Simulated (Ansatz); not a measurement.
Wanted: the native input for an Ansatz 0.2.0 run.

```
Task                                : band structure
Functional                          : PBEsol0
Potentials or basis                 : Ansatz PAW
Cutoff                              : 420 eV (not typed: the program's choice for these potentials)
k mesh                              : 5 × 5 × 5
Occupations                         : fermi-dirac, width 0.05 eV
Spin                                : no spin polarisation
Path                                : [["G", "X", "W", "K", "G", "L", "U", "W", "L", "K"], ["U", "X"]]
Points for each segment of the path : 4
```

Crystal: HfO2.

```
CELL_PARAMETERS angstrom
0.00000 2.55750 2.55750
2.55750 0.00000 2.55750
2.55750 2.55750 0.00000
ATOMIC_POSITIONS crystal
Hf 0.00000 0.00000 0.00000
O 0.75000 0.75000 0.75000
O 0.25000 0.25000 0.25000
```

Measurements of this composition are mostly on another form, of space group No. 14.

One way to write it, as run:

input.yaml

```yaml
crystal:
  lattice:
    - [0.0, 2.5575, 2.5575]
    - [2.5575, 0.0, 2.5575]
    - [2.5575, 2.5575, 0.0]
  atoms:
    - { symbol: Hf, position: [0.0, 0.0, 0.0] }
    - { symbol: O, position: [0.75, 0.75, 0.75] }
    - { symbol: O, position: [0.25, 0.25, 0.25] }
hamiltonian:
  xc: { exchange: pbesol, correlation: pbesol, exx: { coeff: 0.25 } }
  pseudopotentials: { kind: paw }
kpoints:
  mp_grid: { grid: [5, 5, 5] }
  band_path:
    path:
      - [[0.0, 0.0, 0.0], [0.5, 0.0, 0.5], [0.5, 0.25, 0.75], [0.375, 0.375, 0.75], [0.0, 0.0, 0.0], [0.5, 0.5, 0.5], [0.625, 0.25, 0.625], [0.5, 0.25, 0.75], [0.5, 0.5, 0.5], [0.375, 0.375, 0.75]]
      - [[0.625, 0.25, 0.625], [0.5, 0.0, 0.5]]
    npoints: 4
scf:
  occupations: { method: fermi_dirac, width: 0.05 }
  n_extra_bands: 7
output:
  forces: true
  stress: true
  eigenvalues: true
  fatbands: false
```

Potentials or basis: Ansatz PAW.

Command:

```bash
$ ansatz run input.yaml --threads 2 --pin off --max-ram 5632MiB --backend cpu --events-out ev --progress --plain --runs-dir out
```

It gave:

* Pressure: -14.2 GPa
* Band gap along the path: 5.94 eV, direct

Caveat: the k mesh is coarse (spacing up to 0.43 Å⁻¹), so the values aren't converged, least of all with exact exchange; the pressure holds a Pulay correction of +0.7 GPa for the finite cutoff; spin-orbit coupling is left out, which moves the levels of the heavy elements; the PAW data sets come from PBE, with cores solved anew for the run's functional, which leaves a small shift of forces and pressure; the thresholds are loose for stress.

Wall time 3.7 min on 2 threads of Intel(R) Xeon(R) Platinum 8259CL CPU @ 2.50GHz (Skylake/Cascade Lake), with other jobs on the host, peak memory 0.85 GiB.
